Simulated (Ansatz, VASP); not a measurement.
# One calculation of HfC, two programs

The input INCAR:

```
ALGO = Normal ; EDIFF = 1E-7
ENCUT = 520 ; GGA = PE
ISIF = 2 ; ISMEAR = -1
LASPH = T ; LCHARG = F
LREAL = F ; LWAVE = F
NBANDS = 14 ; NELM = 100
PREC = Accurate ; SIGMA = 0.05
```

KPOINTS

```
k-points
0
Gamma
  10 10 10
```

Contents of POSCAR:

```
HfC
1.0
    0.0000000000      2.2775377028      2.2775377028
    2.2775377028      0.0000000000      2.2775377028
    2.2775377028      2.2775377028      0.0000000000
Hf C
1 1
Direct
    0.5000000000      0.5000000000      0.5000000000
    0.0000000000      0.0000000000      0.0000000000
```

Contents of input.yaml:

```yaml
crystal:
  lattice:
    - [0.0, 2.2775377028, 2.2775377028]
    - [2.2775377028, 0.0, 2.2775377028]
    - [2.2775377028, 2.2775377028, 0.0]
  atoms:
    - { symbol: Hf, position: [0.5, 0.5, 0.5] }
    - { symbol: C, position: [0.0, 0.0, 0.0] }
hamiltonian:
  xc: pbe
  pseudopotentials: { kind: paw }
kpoints:
  mp_grid: { grid: [10, 10, 10] }
scf:
  occupations: { method: fermi_dirac, width: 0.05 }
output:
  forces: true
  stress: true
  eigenvalues: true
  write_density: true
  write_potential: true
  elf: true
  volumetric_format: npy
```

Alike in both runs: task single point; functional PBE; k mesh 10 × 10 × 10; occupations fermi-dirac, width 0.05 eV; no spin polarisation.

|  | VASP | Ansatz |
| --- | --- | --- |
| version | VASP 6.6.1 | Ansatz 0.2.0 |
| potentials or method | VASP PAW PBE potentials, release 64 (Hf_pv, C) | Ansatz PAW |
| plane-wave cutoff (eV) | 520 | 420 |
| valence electrons in the cell | 14 | 30 |

```tsv
	VASP	Ansatz	Ansatz less VASP
gap on the k mesh at the Fermi level (eV)	none	none	-
pressure (GPa)	16.2	16.6	+0.38
```

A gap of «none» marks a metal or a gap that the smearing closes. The two sets of potentials don't hold the same shells in valence.

Caveats: so large a pressure means that the cell lies far from this level's equilibrium, or that cutoff or potentials fall short (VASP). Spin-orbit coupling is left out, which matters for the levels of Hf.
